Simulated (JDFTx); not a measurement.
Crystal: WC (Qusongite).

```
CELL_PARAMETERS angstrom
2.90650 0.00000 0.00000
-1.45325 2.51710 0.00000
0.00000 0.00000 2.83660
ATOMIC_POSITIONS crystal
W 0.00000 0.00000 0.00000
C 0.66667 0.33333 0.50000
```

A run of JDFTx 1.7.0 (patched build) on this cell left the log below. Logs are shortened: lines on timing, memory, paths and dates and some standing lists are left out, and cuts for length are marked.

```text
*************** JDFTx 1.7.0 (patched build) ***************

Input parsed successfully to the following command list (including defaults):
[... the input with its defaults ...]

---------- Setting up symmetries ----------

Found 24 point-group symmetries of the bravais lattice
Found 12 space-group symmetries with basis
Applied RMS atom displacement 1.60078e-10 bohrs to make symmetries exact.

---------- Initializing the Grid ----------
R =
[      5.49249     -2.74624            0  ]
[            0      4.75663            0  ]
[            0            0       5.3604  ]
unit cell volume = 140.044
G =
[    1.14396   0.660465         -0  ]
[          0    1.32093          0  ]
[          0         -0    1.17215  ]
Minimum fftbox size, Smin = [  52  52  52  ]
Chosen fftbox size, S = [  54  54  54  ]

---------- Initializing tighter grid for wavefunction operations ----------
R =
[      5.49249     -2.74624            0  ]
[            0      4.75663            0  ]
[            0            0       5.3604  ]
unit cell volume = 140.044
G =
[    1.14396   0.660465         -0  ]
[          0    1.32093          0  ]
[          0         -0    1.17215  ]
Minimum fftbox size, Smin = [  36  36  36  ]
Chosen fftbox size, S = [  36  36  36  ]

---------- Exchange Correlation functional ----------
Initalized PBE GGA exchange.
Initalized PBE GGA correlation.

---------- Setting up pseudopotentials ----------
Width of ionic core gaussian charges (only for fluid interactions / plotting) set to 0

Reading pseudopotential file 'pseudo/W.upf':
  'W' pseudopotential, 'PBE' functional
  Generated using ONCVPSP code by D. R. Hamann
  14 valence electrons, 4 orbitals, 8 projectors, 1001 radial grid points, with lMax = 3
    5S    l: 0   occupation:  2.0   eigenvalue: -2.905891
    5P    l: 1   occupation:  6.0   eigenvalue: -1.587649
    5D    l: 2   occupation:  4.0   eigenvalue: -0.164649
    6S    l: 0   occupation:  2.0   eigenvalue: -0.209951
  Core radius for overlap checks: 2.45 bohrs.

[... 46 lines left out ...]
Will mix electronic density at each iteration.
	FillingsUpdate:  mu: +0.778121718  nElectrons: 18.000000
	FillingsUpdate:  mu: +0.760922196  nElectrons: 18.000000
SCF: Cycle:  0   F: -75.409833063361845   dF: -5.894e-02   |Residual|: 6.860e-02   |deigs|: 8.177e-02
	FillingsUpdate:  mu: +0.756942161  nElectrons: 18.000000
SCF: Cycle:  1   F: -75.411260746582514   dF: -1.428e-03   |Residual|: 3.316e-02   |deigs|: 7.856e-03
	FillingsUpdate:  mu: +0.754028320  nElectrons: 18.000000
SCF: Cycle:  2   F: -75.411556109530366   dF: -2.954e-04   |Residual|: 5.498e-03   |deigs|: 6.631e-03
	FillingsUpdate:  mu: +0.754060236  nElectrons: 18.000000
SCF: Cycle:  3   F: -75.411565181226038   dF: -9.072e-06   |Residual|: 2.707e-03   |deigs|: 4.564e-04
	FillingsUpdate:  mu: +0.754292512  nElectrons: 18.000000
SCF: Cycle:  4   F: -75.411566801483360   dF: -1.620e-06   |Residual|: 6.720e-04   |deigs|: 4.493e-04
	FillingsUpdate:  mu: +0.754208655  nElectrons: 18.000000
SCF: Cycle:  5   F: -75.411567050660423   dF: -2.492e-07   |Residual|: 2.581e-04   |deigs|: 1.818e-04
	FillingsUpdate:  mu: +0.754232082  nElectrons: 18.000000
[... 35 lines left out ...]
# Energy components:
   Eewald =      -66.0113243272684116
       EH =        9.2440374860054391
     Eloc =      -19.7992587044289330
      Enl =      -11.3691447280965718
      Exc =      -18.2607864168912641
 Exc_core =        6.4965061965954689
       KE =       24.2884682181595615
-------------------------------------
     Etot =      -75.4115022759247182
       TS =        0.0000648006294986
-------------------------------------
        F =      -75.4115670765542205

LatticeMinimize: Iter:   0  F: -75.411567076554221  |grad|_K:  9.350e-03

#--- Lowdin population analysis ---
# oxidation-state W +0.797
# oxidation-state C -0.719

-------- Electronic minimization -----------
Will mix electronic density at each iteration.
	FillingsUpdate:  mu: +0.754238083  nElectrons: 18.000000
	FillingsUpdate:  mu: +0.751497474  nElectrons: 18.000000
SCF: Cycle:  0   F: -75.411642359392886   dF: -1.353e-06   |Residual|: 1.173e-03   |deigs|: 5.107e-06
	FillingsUpdate:  mu: +0.751489639  nElectrons: 18.000000
SCF: Cycle:  1   F: -75.411645078713818   dF: -2.719e-06   |Residual|: 3.246e-04   |deigs|: 2.077e-04
	FillingsUpdate:  mu: +0.751489972  nElectrons: 18.000000
SCF: Cycle:  2   F: -75.411645215810481   dF: -1.371e-07   |Residual|: 1.046e-04   |deigs|: 3.017e-05
	FillingsUpdate:  mu: +0.751487524  nElectrons: 18.000000
SCF: Cycle:  3   F: -75.411645219873307   dF: -4.063e-09   |Residual|: 1.517e-05   |deigs|: 4.140e-06
	FillingsUpdate:  mu: +0.751487142  nElectrons: 18.000000
[... 279 lines left out ...]
# Energy components:
   Eewald =      -65.6783058064391128
       EH =        9.3528823567080472
     Eloc =      -20.2134815032039548
      Enl =      -11.3600314423025068
      Exc =      -18.2430509742040989
 Exc_core =        6.4965060904799534
       KE =       24.2337726048770961
-------------------------------------
     Etot =      -75.4117086740845650
       TS =        0.0000711070265810
-------------------------------------
        F =      -75.4117797811111501

LatticeMinimize: Iter:   5  F: -75.411779781111150  |grad|_K:  4.595e-06  alpha:  1.000e+00  linmin: -7.521e-01
LatticeMinimize: Converged (|Delta F|<1.000000e-06 for 2 iters).

#--- Lowdin population analysis ---
# oxidation-state W +0.802
# oxidation-state C -0.723

Dumping 'run.eigStats' ...
	eMin: -1.982837 at state 0 ( [ +0.000000 +0.000000 +0.000000 ] spin 0 )
	HOMO: +0.739875 at state 0 ( [ +0.000000 +0.000000 +0.000000 ] spin 0 )
	mu  : +0.741192
	LUMO: +0.741974 at state 1 ( [ +0.000000 +0.000000 +0.142857 ] spin 0 )
	eMax: +1.304456 at state 2 ( [ +0.000000 +0.000000 +0.285714 ] spin 0 )
	HOMO-LUMO gap: +0.002098
	Optical gap  : +0.040658 at state 6 ( [ +0.000000 +0.125000 +0.285714 ] spin 0 )
Done!
```

**Question.** Write the input and the command behind it.

**Answer.** Relaxation of cell and atoms with PBE, no spin polarisation. The files as run (others can give the same):

WC.in
```
lattice \
    5.4924889812    -2.7462444906     0.0000000000 \
    0.0000000000     4.7566349877     0.0000000000 \
    0.0000000000     0.0000000000     5.3603971251
coords-type Cartesian
ion W      0.0000000000     0.0000000000     0.0000000000 1
ion C      2.7462444909     1.5855449958     2.6801985626 1

ion-species pseudo/W.upf
ion-species pseudo/C.upf
elec-cutoff 50 400
elec-ex-corr gga-PBE
kpoint-folding 8 8 7
elec-smearing Fermi 0.0018374661
elec-n-bands 15
electronic-SCF nIterations 100 energyDiffThreshold 1e-09
electronic-minimize nIterations 30 energyDiffThreshold 1e-7
forces-output-coords Cartesian
lattice-minimize nIterations 40 energyDiffThreshold 1e-6

dump-name run.$VAR
dump End Ecomponents EigStats BandEigs Kpoints Forces Stress ElecDensity Dtot KEdensity
```

Potentials or basis: SPMS-PBE-1.0 with smoothed tails.
Run with:
```console
$ jdftx -c 1 -i WC.in -o WC.out
```
